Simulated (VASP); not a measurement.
# CaO (Fm-3m) in VASP: notebook

One crystal, CaO, is run at these levels: PBE; tasks: single point.

Program: VASP 6.6.1. These are calculated values, not measurements. Logs are shortened: lines on timing, memory, paths and dates and some standing lists are left out, and cuts for length are marked.

## (1) Starting point

Symmetry: Fm-3m, No. 225, cubic system. Conventional cell: a = 4.831 Å, b = 4.831 Å, c = 4.831 Å, α = 90.00°, β = 90.00°, γ = 90.00°. Ca (site symmetry m-3m) has 6 O at 2.42 Å as nearest neighbours. O (site symmetry m-3m) is surrounded by 6 Ca at 2.42 Å.

## (2) Single point, PBE

The input, INCAR:

```
PREC = Accurate
ENCUT = 520
EDIFF = 1E-7
ISMEAR = 0
SIGMA = 0.02
LREAL = F
LASPH = T
NELM = 60
ALGO = Normal
ISIF = 2
LWAVE = F
LCHARG = F
GGA = PE
NBANDS = 14
```

The input, KPOINTS:

```
regular mesh
0
Gamma
  12 12 12
```

The input, POSCAR:

```
CaO                                     
1.0
    0.0000000000      2.4153682744      2.4153682744
    2.4153682744      0.0000000000      2.4153682744
    2.4153682744      2.4153682744      0.0000000000
  Ca              O             
     1     1
Direct
     0.0000000000000000    0.0000000000000000    0.0000000000000000
     0.5000000000000000    0.5000000000000000    0.5000000000000000
```

Potentials or basis: VASP PAW PBE potentials, release 64 (Ca_pv, O).

Command:

```sh
$ cat potpaw_PBE.64/Ca_pv/POTCAR potpaw_PBE.64/O/POTCAR > POTCAR
$ mpirun -np 1 vasp_std > vasp.out
```

OUTCAR:

```text
PREC = Accurate
   ENCUT = 520
   EDIFF = 1E-7
   ISMEAR = 0
   LREAL = F
   LASPH = T
   NELM = 60
   ISIF = 2
   GGA = PE

 ion  position               nearest neighbor table
   1  0.000  0.000  0.000-   2 2.42   2 2.42   2 2.42   2 2.42   2 2.42   2 2.42
   2  0.500  0.500  0.500-   1 2.42   1 2.42   1 2.42   1 2.42   1 2.42   1 2.42

  LATTYP: Found a face centered cubic cell.
 ALAT       =     4.8307365488

  Lattice vectors:

 A1 = (   0.0000000000,   2.4153682744,   2.4153682744)
 A2 = (   2.4153682744,   0.0000000000,   2.4153682744)
 A3 = (   2.4153682744,   2.4153682744,   0.0000000000)

Analysis of symmetry for initial positions (statically):
=====================================================================
 Subroutine PRICEL returns:
 Original cell was already a primitive cell.

 Routine SETGRP: Setting up the symmetry group for a
 face centered cubic supercell.

 Subroutine GETGRP returns: Found 48 space group operations
 (whereof 48 operations were pure point group operations)
 out of a pool of 48 trial point group operations.

The static configuration has the point symmetry O_h .

Analysis of symmetry for dynamics (positions and initial velocities):
=====================================================================
 Subroutine PRICEL returns:
 Original cell was already a primitive cell.

 Routine SETGRP: Setting up the symmetry group for a
 face centered cubic supercell.

 Subroutine GETGRP returns: Found 48 space group operations
 (whereof 48 operations were pure point group operations)
 out of a pool of 48 trial point group operations.

The dynamic configuration has the point symmetry O_h .

 Subroutine INISYM returns: Found 48 space group operations
 (whereof 48 operations are pure point group operations),
 and found     1 'primitive' translations

----------------------------------------------------------------------------------------

                                     Primitive cell

  volume of cell :      28.1825

  direct lattice vectors                    reciprocal lattice vectors
     0.000000000  2.415368274  2.415368274    -0.207007770  0.207007770  0.207007770
     2.415368274  0.000000000  2.415368274     0.207007770 -0.207007770  0.207007770
     2.415368274  2.415368274  0.000000000     0.207007770  0.207007770 -0.207007770

  length of vectors
     3.415846572  3.415846572  3.415846572     0.358547975  0.358547975  0.358547975

  position of ions in fractional coordinates (direct lattice)
     0.000000000  0.000000000  0.000000000
     0.500000000  0.500000000  0.500000000

  ion indices of the primitive-cell ions
   primitive index   ion index
                 1           1
                 2           2

----------------------------------------------------------------------------------------

 KPOINTS: regular mesh

Automatic generation of k-mesh.
 Grid dimensions read from file:
 generate k-points for:   12   12   12

 Generating k-lattice:

  Cartesian coordinates                     Fractional coordinates (reciprocal lattice)
    -0.017250647  0.017250647  0.017250647     0.083333333  0.000000000  0.000000000
     0.017250647 -0.017250647  0.017250647     0.000000000  0.083333333  0.000000000
     0.017250647  0.017250647 -0.017250647     0.000000000  0.000000000  0.083333333

  Length of vectors
     0.029878998  0.029878998  0.029878998

  Shift w.r.t. Gamma in fractional coordinates (k-lattice)
     0.000000000  0.000000000  0.000000000

 Subroutine IBZKPT returns following result:
 ===========================================

 Found     72 irreducible k-points:

 Following reciprocal coordinates:
            Coordinates               Weight
  0.000000  0.000000  0.000000      1.000000
  0.083333  0.000000  0.000000      8.000000
  0.166667  0.000000  0.000000      8.000000
  0.250000  0.000000  0.000000      8.000000
  0.333333  0.000000  0.000000      8.000000
  0.416667  0.000000  0.000000      8.000000
[... 16 lines left out ...]
  0.500000  0.166667  0.000000     24.000000
 -0.416667  0.166667  0.000000     24.000000
 [... further k-points ...]
   k-points           NKPTS =     72   k-points in BZ     NKDIM =     72   number of bands    NBANDS=     14
   number of dos      NEDOS =    301   number of ions     NIONS =      2
   total plane-waves  NPLWV =  21952
   dimension x,y,z NGX =    28 NGY =   28 NGZ =   28
   dimension x,y,z NGXF=    56 NGYF=   56 NGZF=   56
   ions per type =               1   1
   NGX,Y,Z   is equivalent  to a cutoff of  13.63, 13.63, 13.63 a.u.
   NGXF,Y,Z  is equivalent  to a cutoff of  27.25, 27.25, 27.25 a.u.
 SYSTEM =  unknown system
   PREC   = accura    normal or accurate (medium, high low for compatibility)
   ISTART =      0    job   : 0-new  1-cont  2-samecut
   ICHARG =      2    charge: 1-file 2-atom 10-const
   ISPIN  =      1    spin polarized calculation?
   LNONCOLLINEAR =      F non collinear calculations
   LSORBIT =      F    spin-orbit coupling
   LASPH  =      T    aspherical Exc in radial PAW
   ENCUT  =  520.0 eV  38.22 Ry    6.18 a.u.   6.35  6.35  6.35*2*pi/ulx,y,z
   NELM   =     60;   NELMIN=  2; NELMDL= -5     # of ELM steps
   EDIFF  = 0.1E-06   stopping-criterion for ELM
   LREAL  =      F    real-space projection
   EDIFFG = 0.1E-05   stopping-criterion for IOM
   NSW    =      0    number of steps for IOM
   IBRION =     -1    ionic relax: 0-MD 1-quasi-New 2-CG
   NFREE  =      0    steps in history (QN), initial steepest desc. (CG)
   ISIF   =      2    stress and relaxation
   ISYM   =      2    0-nonsym 1-usesym 2-fastsym
   POTIM  = 0.5000    time-step for ionic-motion
   TEBEG  =    0.0;   TEEND  =   0.0 temperature during run
   PSTRESS=    0.0 pullay stress
   NELECT =      14.0000    total number of electrons
   NUPDOWN=      -1.0000    fix difference up-down
   EMIN   =  10.00;   EMAX   =-10.00  energy-range for DOS
   EFERMI =   0.00;   METHOD = LEGACY
   ISMEAR =     0;   SIGMA  =   0.02  broadening in eV -4-tet -1-fermi 0-gaus
   EFERMI_NEDOS =   21; number of points for ismear=-14 and -15
   IALGO  =     38    algorithm
   IMIX   =      4    mixing-type and parameters
     AMIX     =   0.40;   BMIX     =  1.00
     AMIX_MAG =   1.60;   BMIX_MAG =  1.00
  volume/ion in A,a.u.               =      14.09        95.09
  Fermi-wavevector in a.u.,A,eV,Ry     =   1.296555  2.450133 22.872127  1.681054
  Thomas-Fermi vector in A             =   2.428003
   LORBIT       =      0    0 simple, 1 ext, 2 COOP (PROOUT), +10 PAW based schemes
   GGA     = PE    functional components
   LHFCALC =     F    Hartree Fock is set to
   AEXX    =    0.0000 exact exchange contribution
   IVDW    =     0    specifies the selected vdW correction
   LEPSILON=     F    determine dielectric tensor
   LRPA    =     F    only Hartree local field effects (RPA)
 non-spin polarized calculation
 Gauss-broadening in eV      SIGMA  =   0.02
  energy-cutoff  :      520.00
  volume of cell :       28.18
 maximum number of plane-waves:       769
 NGX is ok and might be reduce to    28
   NGX = 13   NGY = 13   NGZ = 13

 number of electron      14.0000000 magnetization

 Free energy of the ion-electron system (eV)
  ---------------------------------------------------
  ext. energy  EPLUGINS =         0.00000000
  ---------------------------------------------------
  free energy    TOTEN  =       -12.83578001 eV

  energy without entropy =      -12.83578001  energy(sigma->0) =      -12.83578001

 E-fermi :   2.7671     XC(G=0): -10.3307

 val. band max:        2.6091374251   @ k =   0.0000   0.0000   0.0000
 cond. band min:       6.2515757686   @ k =   0.5000   0.5000   0.0000
 fundamental gap:      3.6424383435
 Fermi energy:         2.7671355677

 k-point     1 :       0.0000    0.0000    0.0000
  band No.  band energies     occupation
      1     -15.8340      2.00000
      2     -15.8340      2.00000
      3     -15.8340      2.00000
      4     -12.9264      2.00000
      5       2.6091      2.00000
      6       2.6091      2.00000
      7       2.6091      2.00000
      8       7.1916      0.00000
      9       8.8084      0.00000
     10       8.8084      0.00000
     11       8.8084      0.00000
     12      10.2903      0.00000
     13      10.2903      0.00000
     14      15.5330      0.00000

 k-point     2 :       0.0833    0.0000    0.0000
  band No.  band energies     occupation
      1     -15.9287      2.00000
      2     -15.8375      2.00000
      3     -15.8375      2.00000
      4     -12.8256      2.00000
      5       2.3521      2.00000
      6       2.5138      2.00000
      7       2.5138      2.00000
      8       7.5170      0.00000
      9       8.7811      0.00000
     10       8.9259      0.00000
     11       8.9259      0.00000
     12      10.4546      0.00000
     13      10.4546      0.00000
     14      15.5330      0.00000

 k-point     3 :       0.1667    0.0000    0.0000
  band No.  band energies     occupation
      1     -16.1613      2.00000
      2     -15.8471      2.00000
      3     -15.8471      2.00000
      4     -12.5762      2.00000
      5       1.7575      2.00000
      6       2.2695      2.00000
      7       2.2695      2.00000
      8       8.2973      0.00000
      9       8.7783      0.00000
     10       9.2586      0.00000
     11       9.2586      0.00000
     12      10.8995      0.00000
     13      10.8995      0.00000
     14      15.5330      0.00000
[... 324 lines left out ...]
 k-point    23 :       0.5000    0.1667    0.0000
  band No.  band energies     occupation
      1     -16.7394      2.00000
      2     -15.9884      2.00000
      3     -15.9279      2.00000
      4     -11.9668      2.00000
      5       0.4208      2.00000
      6       1.4589      2.00000
      7       1.6276      2.00000
      8       8.8469      0.00000
      9      10.1211      0.00000
     10      11.1418      0.00000
     11      11.5451      0.00000
     12      12.5392      0.00000
     13      13.5870      0.00000
     14      15.5330      0.00000

 k-point    24 :      -0.4167    0.1667    0.0000
  band No.  band energies     occupation
      1     -16.7575      2.00000
      2     -16.0133      2.00000
      3     -15.9106      2.00000
      4     -11.9283      2.00000
      5       0.3565      2.00000
      6       1.4942      2.00000
      7       1.5151      2.00000
      8       9.4294      0.00000
      9       9.7535      0.00000
     10      10.9503      0.00000
     11      11.5396      0.00000
     12      12.8455      0.00000
     13      13.7670      0.00000
     14      15.5330      0.00000

 [... further k-points ...]
[... 5 lines left out ...]
  --------------------------------------------------------------------------------------
  -------------------------------------------------------------------------------------
  Total       -0.0000561     -0.0000561     -0.0000561      0.0000000      0.0000000      0.0000000
  in kB       -0.0031869     -0.0031869     -0.0031869      0.0000000      0.0000000      0.0000000
  external PRESSURE =      -0.0031869 kB  Pullay stress =       0.0000000 kB

 VOLUME and BASIS-vectors are now :
 -----------------------------------------------------------------------------
  energy-cutoff  :      520.00
  volume of cell :       28.18
      direct lattice vectors                 reciprocal lattice vectors
     0.000000000  2.415368274  2.415368274    -0.207007770  0.207007770  0.207007770
     2.415368274  0.000000000  2.415368274     0.207007770 -0.207007770  0.207007770
     2.415368274  2.415368274  0.000000000     0.207007770  0.207007770 -0.207007770

 POSITION                                       TOTAL-FORCE (eV/Angst)
 -----------------------------------------------------------------------------------
      0.00000      0.00000      0.00000         0.000000      0.000000      0.000000
      2.41537      2.41537      2.41537        -0.000000     -0.000000     -0.000000
 -----------------------------------------------------------------------------------
    total drift:                                0.000000      0.000000      0.000000

  FREE ENERGIE OF THE ION-ELECTRON SYSTEM (eV)
  ---------------------------------------------------
  free  energy   TOTEN  =       -12.8357800142 eV

  energy  without entropy=      -12.8357800142  energy(sigma->0) =      -12.83578001
```

Run time: 20 s. Hardware: 1 thread of Intel Xeon Platinum 8488C (Sapphire Rapids), shared host; peak memory 0.17 GiB.

Results:

```yaml
Free_energy: -12.8358 eV
Pressure: 0.0 GPa
Band_gap_on_the_k_mesh: 3.64 eV, indirect (least direct gap 4.03 eV)
```

Levels at points of the mesh, in eV from the valence-band top:
```tsv
k point	band 3	band 4	band 5	band 6	band 7	band 8	band 9	band 10	band 11	band 12
(0.00, 0.00, 0.00)	-18.44	-15.54	0.00	0.00	0.00	4.58	6.20	6.20	6.20	7.68
(0.50, 0.00, 0.00)	-18.50	-14.37	-2.61	-1.17	-1.17	6.99	8.29	8.29	8.37	10.31
(0.50, 0.50, 0.00)	-18.66	-15.27	-1.33	-0.38	-0.38	3.64	7.94	8.83	9.45	9.45
```

A k mesh can miss the band edges. A hybrid or GW would open this gap; PBE tends to underestimate it.

## (3) Single point, PBE (a relaxed cell with its volume scaled by 0.97)

INCAR is that of step 2.

KPOINTS is that of step 2.

The input, POSCAR:

```
CaO                                     
1.0
    0.0000000000      2.3909689469      2.3909689469
    2.3909689469      0.0000000000      2.3909689469
    2.3909689469      2.3909689469      0.0000000000
  Ca              O             
     1     1
Direct
     0.0000000000000000    0.0000000000000000    0.0000000000000000
     0.5000000000000000    0.5000000000000000    0.5000000000000000
```

Potentials or basis: VASP PAW PBE potentials, release 64 (Ca_pv, O).

Command:

```sh
$ cat potpaw_PBE.64/Ca_pv/POTCAR potpaw_PBE.64/O/POTCAR > POTCAR
$ mpirun -np 1 vasp_std > vasp.out
```

Wall time 20 s (1 thread of Intel Xeon Platinum 8488C (Sapphire Rapids), shared host); peak memory 0.18 GiB.

The run converged. Its results:

```
Free energy            : -12.8263 eV
Pressure               : 3.4 GPa
Band gap on the k mesh : 3.63 eV, indirect (least direct gap 4.01 eV)
```

Levels at points of the mesh, in eV from the valence-band top:
```csv
k point,band 5,band 6,band 7,band 8,band 9,band 10
"(0.00, 0.00, 0.00)",0.00,0.00,0.00,4.83,6.28,6.28
"(0.50, 0.00, 0.00)",-2.68,-1.23,-1.23,7.13,8.46,8.46
"(0.50, 0.50, 0.00)",-1.32,-0.38,-0.38,3.63,8.17,9.00
```

## (4) Single point, PBE (a relaxed cell with its volume scaled by 1.03)

INCAR is that of step 3.

KPOINTS is that of step 3.

The input, POSCAR:

```
CaO                                     
1.0
    0.0000000000      2.4392843672      2.4392843672
    2.4392843672      0.0000000000      2.4392843672
    2.4392843672      2.4392843672      0.0000000000
  Ca              O             
     1     1
Direct
     0.0000000000000000    0.0000000000000000    0.0000000000000000
     0.5000000000000000    0.5000000000000000    0.5000000000000000
```

Command:

```sh
$ cat potpaw_PBE.64/Ca_pv/POTCAR potpaw_PBE.64/O/POTCAR > POTCAR
$ mpirun -np 1 vasp_std > vasp.out
```

Run time: 20 s. Hardware: 1 thread of Intel Xeon Platinum 8488C (Sapphire Rapids), shared host; peak memory 0.18 GiB.

The run converged. Its results:

- Free energy: -12.8285 eV
- Pressure: -2.9 GPa
- Band gap on the k mesh: 3.65 eV, indirect (least direct gap 4.03 eV)

Levels at points of the mesh, in eV from the valence-band top:
```tsv
k point	band 3	band 4	band 5	band 6	band 7	band 8	band 9	band 10	band 11	band 12
(0.00, 0.00, 0.00)	-18.59	-15.47	0.00	0.00	0.00	4.35	6.12	6.12	6.12	7.55
(0.50, 0.00, 0.00)	-18.64	-14.43	-2.54	-1.11	-1.11	6.85	8.13	8.13	8.15	10.07
(0.50, 0.50, 0.00)	-18.79	-15.21	-1.34	-0.39	-0.39	3.65	7.73	8.65	9.25	9.25
```

A k mesh can miss the band edges.

## (5) Single point, PBE (a relaxed cell with its volume scaled by 0.94)

INCAR is that of step 4.

KPOINTS is that of step 4.

The input, POSCAR:

```
CaO                                     
1.0
    0.0000000000      2.3660612091      2.3660612091
    2.3660612091      0.0000000000      2.3660612091
    2.3660612091      2.3660612091      0.0000000000
  Ca              O             
     1     1
Direct
     0.0000000000000000    0.0000000000000000    0.0000000000000000
     0.5000000000000000    0.5000000000000000    0.5000000000000000
```

Command:

```sh
$ cat potpaw_PBE.64/Ca_pv/POTCAR potpaw_PBE.64/O/POTCAR > POTCAR
$ mpirun -np 1 vasp_std > vasp.out
```

It took 20 s on 1 thread of Intel Xeon Platinum 8488C (Sapphire Rapids), shared host; peak memory 0.18 GiB.

Results (log left out):

```
Free energy            : -12.7972 eV
Pressure               : 7.5 GPa
Band gap on the k mesh : 3.62 eV, indirect (least direct gap 3.99 eV)
```

Levels at points of the mesh, in eV from the valence-band top:
| k point | band 5 | band 6 | band 7 | band 8 | band 9 | band 10 |
| --- | --- | --- | --- | --- | --- | --- |
| (0.00, 0.00, 0.00) | 0.00 | 0.00 | 0.00 | 5.09 | 6.35 | 6.35 |
| (0.50, 0.00, 0.00) | -2.76 | -1.29 | -1.29 | 7.28 | 8.63 | 8.63 |
| (0.50, 0.50, 0.00) | -1.30 | -0.37 | -0.37 | 3.62 | 8.41 | 9.19 |

A k mesh can miss the band edges.

## (6) Single point, PBE (a relaxed cell with its volume scaled by 1.06)

INCAR is that of step 5.

KPOINTS is that of step 5.

The input, POSCAR:

```
CaO                                     
1.0
    0.0000000000      2.4627404635      2.4627404635
    2.4627404635      0.0000000000      2.4627404635
    2.4627404635      2.4627404635      0.0000000000
  Ca              O             
     1     1
Direct
     0.0000000000000000    0.0000000000000000    0.0000000000000000
     0.5000000000000000    0.5000000000000000    0.5000000000000000
```

Potentials or basis: VASP PAW PBE potentials, release 64 (Ca_pv, O).

Command:

```sh
$ cat potpaw_PBE.64/Ca_pv/POTCAR potpaw_PBE.64/O/POTCAR > POTCAR
$ mpirun -np 1 vasp_std > vasp.out
```

Wall time 21 s (1 thread of Intel Xeon Platinum 8488C (Sapphire Rapids), shared host); peak memory 0.17 GiB.

It converged, with:

* Free energy: -12.8068 eV
* Pressure: -5.4 GPa
* Band gap on the k mesh: 3.65 eV, indirect (least direct gap 4.04 eV)

Levels at points of the mesh, in eV from the valence-band top:
| k point | band 4 | band 5 | band 6 | band 7 | band 8 | band 9 | band 10 | band 11 |
| --- | --- | --- | --- | --- | --- | --- | --- | --- |
| (0.00, 0.00, 0.00) | -15.42 | 0.00 | 0.00 | 0.00 | 4.14 | 6.05 | 6.05 | 6.05 |
| (0.50, 0.00, 0.00) | -14.48 | -2.47 | -1.06 | -1.06 | 6.71 | 7.94 | 7.97 | 7.97 |
| (0.50, 0.50, 0.00) | -15.16 | -1.34 | -0.39 | -0.39 | 3.65 | 7.52 | 8.49 | 9.06 |

## (7) Overview

| cell | gap on the mesh (eV) | pressure (GPa) |
| --- | --- | --- |
| as given | 3.64 | 0.0 |
| a relaxed cell with its volume scaled by 0.97 | 3.63 | 3.4 |
| a relaxed cell with its volume scaled by 1.03 | 3.65 | -2.9 |
| a relaxed cell with its volume scaled by 0.94 | 3.62 | 7.5 |
| a relaxed cell with its volume scaled by 1.06 | 3.65 | -5.4 |

Alike in all rows: task single point; level PBE; potentials or basis VASP PAW PBE potentials, release 64 (Ca_pv, O); no spin polarisation; k mesh 12 × 12 × 12; cutoff (eV) 520; smearing gaussian 0.02 eV.

Absolute energies hang on the potentials; compare differences alone.
